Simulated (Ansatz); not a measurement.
# Nudged elastic band run: H3C8Cl

Input file:

```yaml
crystal:
  lattice:
    - [5.048742, 0.0, 0.0]
    - [2.524371, 4.372339, 0.0]
    - [0.0, 0.0, 15.776426]
  atoms:
    - { symbol: H, position: [0.1666667, 0.1666667, 0.0633857] }
    - { symbol: H, position: [0.6666667, 0.1666667, 0.0633857] }
    - { symbol: H, position: [0.1666667, 0.6666667, 0.0633857] }
    - { symbol: H, position: [0.6666667, 0.6666667, 0.0633857] }
    - { symbol: C, position: [0.1666667, 0.1666667, 0.13311] }
    - { symbol: C, position: [0.6666667, 0.1666667, 0.13311] }
    - { symbol: C, position: [0.1666667, 0.6666667, 0.13311] }
    - { symbol: C, position: [0.6666667, 0.6666667, 0.13311] }
    - { symbol: C, position: [-0.1666667, 0.3333333, 0.1657717] }
    - { symbol: C, position: [0.3333333, 0.3333333, 0.1657717] }
    - { symbol: C, position: [-0.1666667, 0.8333333, 0.1657717] }
    - { symbol: C, position: [0.3333333, 0.8333333, 0.1657717] }
    - { symbol: C, position: [-0.1655059, 0.33098872, 0.26416817] }
    - { symbol: C, position: [0.33104128, 0.33792495, 0.26252439] }
    - { symbol: C, position: [-0.16785397, 0.83208716, 0.26417556] }
    - { symbol: C, position: [0.33577384, 0.83207668, 0.26417266] }
    - { symbol: C, position: [0.00390292, -0.0077771, 0.29550373] }
    - { symbol: C, position: [0.49602735, 0.00791326, 0.29492455] }
    - { symbol: C, position: [-0.00247767, 0.49951909, 0.29379199] }
    - { symbol: C, position: [0.50294449, 0.49953348, 0.29379192] }
    - { symbol: H, position: [-0.00300875, 0.49948272, 0.36348035] }
    - { symbol: H, position: [0.50354219, 0.49942047, 0.36348057] }
    - { symbol: Cl, position: [0.03646319, -0.07292745, 0.40971529] }
    - { symbol: Cl, position: [0.46653846, 0.06693271, 0.40850831] }
basis:
  ecutwfc: 420.0
kpoints:
  mp_grid: { grid: [3, 3, 1] }
hamiltonian:
  xc: pbesol
  pseudopotentials: { kind: paw, azcp: { folder: soft_1 } }
scf:
  occupations: { method: gaussian, width: 0.05 }
  lower_state_search: "off"
neb:
  images: 5
  f_tol: 0.05
  initial_path: idpp
  max_iterations: 67
  optimiser: lbfgs
  spring: { min: 2.0, max: 10.0 }
  constraints: [{ sites: [0, 1, 2, 3, 4, 5, 6, 7, 8, 9, 10, 11] }]
  final_atoms:
    - { symbol: H, position: [0.16666668, 0.16666667, 0.06338571] }
    - { symbol: H, position: [0.66666673, 0.16666667, 0.06338571] }
    - { symbol: H, position: [0.16666669, 0.6666667, 0.06338571] }
    - { symbol: H, position: [0.66666673, 0.6666667, 0.06338571] }
    - { symbol: C, position: [0.16666668, 0.16666667, 0.13311] }
    - { symbol: C, position: [0.66666673, 0.16666667, 0.13311] }
    - { symbol: C, position: [0.16666669, 0.6666667, 0.13311] }
    - { symbol: C, position: [0.66666673, 0.6666667, 0.13311] }
    - { symbol: C, position: [-0.16666667, 0.33333335, 0.16577171] }
    - { symbol: C, position: [0.33333337, 0.33333335, 0.16577171] }
    - { symbol: C, position: [-0.16666666, 0.83333337, 0.16577171] }
    - { symbol: C, position: [0.33333338, 0.83333337, 0.16577171] }
    - { symbol: C, position: [-0.16895846, 0.33792462, 0.26252411] }
    - { symbol: C, position: [0.33449433, 0.33098876, 0.26416856] }
    - { symbol: C, position: [-0.16422624, 0.83207661, 0.26417259] }
    - { symbol: C, position: [0.33214685, 0.83208663, 0.26417552] }
    - { symbol: C, position: [-0.00397179, 0.00791239, 0.29492444] }
    - { symbol: C, position: [0.50390287, -0.00777682, 0.2955038] }
    - { symbol: C, position: [0.0029441, 0.49953309, 0.29379196] }
    - { symbol: C, position: [0.49752347, 0.49951877, 0.29379209] }
    - { symbol: H, position: [0.00353527, 0.49942117, 0.36348064] }
    - { symbol: H, position: [0.49699898, 0.49948118, 0.3634805] }
    - { symbol: Cl, position: [0.53646311, -0.07292716, 0.40971545] }
    - { symbol: Cl, position: [0.96654004, 0.06693045, 0.40850816] }
  order_check: true
```

Command:

```bash
$ ansatz run input.yaml --threads 2 --pin off --max-ram 5120MiB --backend cpu --events-out ev --progress --plain --runs-dir out
```

Output, in part (warnings, iteration lines):

```
NEB end point (image 0): max|allowed force component| = 7.916e-3 eV/Å (the criterion of neb.relax_end_points is 1.000e-2)
NEB end point (image 6): max|allowed force component| = 7.949e-3 eV/Å (the criterion of neb.relax_end_points is 1.000e-2)
NEB iter   1: max|band force component| = 2.139e0 eV/Å  barrier→ = 2.7664 eV  barrier← = 2.7664 eV  Δτ_max = 0.0315 Å  (70 SCF iters)
NEB iter   2: max|band force component| = 1.741e0 eV/Å  barrier→ = 2.5449 eV  barrier← = 2.5449 eV  Δτ_max = 0.1092 Å  (38 SCF iters)
NEB iter   3: max|band force component| = 1.139e0 eV/Å  barrier→ = 2.3105 eV  barrier← = 2.3105 eV  Δτ_max = 0.0941 Å  (43 SCF iters)
NEB iter   4: max|band force component| = 1.827e0 eV/Å  barrier→ = 2.2063 eV  barrier← = 2.2063 eV  Δτ_max = 0.0261 Å  (38 SCF iters)
NEB iter   5: max|band force component| = 7.638e-1 eV/Å  barrier→ = 2.1303 eV  barrier← = 2.1303 eV  Δτ_max = 0.0183 Å  (36 SCF iters)
NEB iter   6: max|band force component| = 6.863e-1 eV/Å  barrier→ = 2.1034 eV  barrier← = 2.1034 eV  Δτ_max = 0.0831 Å  (33 SCF iters)
NEB iter   7: max|band force component| = 8.445e-1 eV/Å  barrier→ = 2.0415 eV  barrier← = 2.0415 eV  Δτ_max = 0.0121 Å  (38 SCF iters)
NEB iter   8: max|band force component| = 5.457e-1 eV/Å  barrier→ = 2.0162 eV  barrier← = 2.0162 eV  Δτ_max = 0.0192 Å  (33 SCF iters)
[... lines left out ...]
```

The run converged. By the program's own check the climbing image is of a kind that is not told: the force calls were inconclusive, a negative curvature could not be distinguished from the path's own, the only one lies far off the path, or fixed occupations may fill a level only in part (lowest curvatures found: -3.58 and 0.38 eV/Å²). Limits of this set-up: thin slab, slab without dipole correction, no dispersion correction for a molecule that may bind weakly, PAW files made for another functional.

Final band (atoms are numbered from 1 in the order of the input):

```json
{"image": "0", "path coordinate (Å)": "0.00", "energy (eV)": "0.00", "C17–Cl23 (Å)": "1.82", "C18–Cl24 (Å)": "1.81", "C17–Cl24 (Å)": "3.11"}
{"image": "1", "path coordinate (Å)": "0.98", "energy (eV)": "0.92", "C17–Cl23 (Å)": "1.79", "C18–Cl24 (Å)": "2.61", "C17–Cl24 (Å)": "3.31"}
{"image": "2", "path coordinate (Å)": "1.72", "energy (eV)": "1.35", "C17–Cl23 (Å)": "1.86", "C18–Cl24 (Å)": "3.10", "C17–Cl24 (Å)": "3.32"}
{"image": "3", "path coordinate (Å)": "2.38", "energy (eV)": "1.54", "C17–Cl23 (Å)": "2.15", "C18–Cl24 (Å)": "3.20", "C17–Cl24 (Å)": "3.20"}
{"image": "4", "path coordinate (Å)": "3.04", "energy (eV)": "1.35", "C17–Cl23 (Å)": "2.56", "C18–Cl24 (Å)": "3.32", "C17–Cl24 (Å)": "3.10"}
{"image": "5", "path coordinate (Å)": "3.77", "energy (eV)": "0.92", "C17–Cl23 (Å)": "2.87", "C18–Cl24 (Å)": "3.31", "C17–Cl24 (Å)": "2.61"}
{"image": "6", "path coordinate (Å)": "4.75", "energy (eV)": "0.00", "C17–Cl23 (Å)": "3.13", "C18–Cl24 (Å)": "3.11", "C17–Cl24 (Å)": "1.81"}
```

Time of the run: 24 min on 2 threads of Arm Neoverse V2, with other jobs on the host, peak memory 1.1 GiB.
